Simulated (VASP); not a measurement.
Set up this calculation in VASP 6.6.1, as the native input.

| Quantity | Value |
| --- | --- |
| Task | band structure |
| Functional | r2SCAN |
| Potentials or basis | VASP PAW PBE potentials, release 64 (Cl, Na_pv) |
| Cutoff | 520 eV |
| k mesh | 8 × 8 × 8 |
| Occupations | gaussian, width 0.02 eV |
| Spin | no spin polarisation |
| Ladder | free |
| Further INCAR settings | ALGO = Normal; EDIFF = 1e-06; NBANDS = 14 |

The structure of NaCl lies in POSCAR:

```
NaCl
1.0
    3.5021900000      0.0000000000      0.0000000000
    0.0000000000      3.5021900000      0.0000000000
    0.0000000000      0.0000000000      3.5021900000
Cl Na
1 1
Direct
    0.5000000000      0.5000000000      0.5000000000
    0.0000000000      0.0000000000      0.0000000000
```

Measurements of this composition are mostly on another form, of space group No. 225.

One way to write it, as run:

INCAR

```
ALGO     = Normal         # electronic algorithm
EDIFF    = 1E-6           # SCF threshold, eV
ENCUT    = 520            # plane-wave cutoff, eV
ISIF     = 2              # what is computed and relaxed
ISMEAR   = 0              # smearing method
LASPH    = T              # aspherical terms in the spheres
LCHARG   = F              # write CHGCAR
LMIXTAU  = T            
LREAL    = F              # projectors in reciprocal space
LWAVE    = F              # write WAVECAR
METAGGA  = R2SCAN         # meta-GGA
NBANDS   = 14             # bands
NELM     = 100            # most SCF steps
PREC     = Accurate       # precision mode
SIGMA    = 0.02           # smearing width, eV
```

KPOINTS

```
k-points
0
Gamma
  8 8 8
```

KPOINTS_OPT

```
path GXMGRX,MR
10
line-mode
reciprocal
 0.0000000000  0.0000000000  0.0000000000  G
 0.0000000000  0.5000000000  0.0000000000  X

 0.0000000000  0.5000000000  0.0000000000  X
 0.5000000000  0.5000000000  0.0000000000  M

 0.5000000000  0.5000000000  0.0000000000  M
 0.0000000000  0.0000000000  0.0000000000  G

 0.0000000000  0.0000000000  0.0000000000  G
 0.5000000000  0.5000000000  0.5000000000  R

 0.5000000000  0.5000000000  0.5000000000  R
 0.0000000000  0.5000000000  0.0000000000  X

 0.5000000000  0.5000000000  0.0000000000  M
 0.5000000000  0.5000000000  0.5000000000  R
```

Potentials or basis: VASP PAW PBE potentials, release 64 (Cl, Na_pv).

Command:

```console
$ cat potpaw_PBE.64/Cl/POTCAR potpaw_PBE.64/Na_pv/POTCAR > POTCAR
$ mpirun -np 1 vasp_std > vasp.out
```

Results of the run:

```json
{"Pressure": "-1.2 GPa", "Band gap on the k mesh": "4.81 eV, indirect (least direct gap 5.32 eV)", "Band gap along the path": "4.81 eV, indirect (least direct gap 5.32 eV)"}
```

Caveat: the PAW data sets were made with another functional, which shifts forces and pressure a little.

It took 120 s on 1 thread of Intel(R) Xeon(R) Platinum 8488C (Sapphire Rapids), with other jobs on the host, peak memory 0.18 GiB.
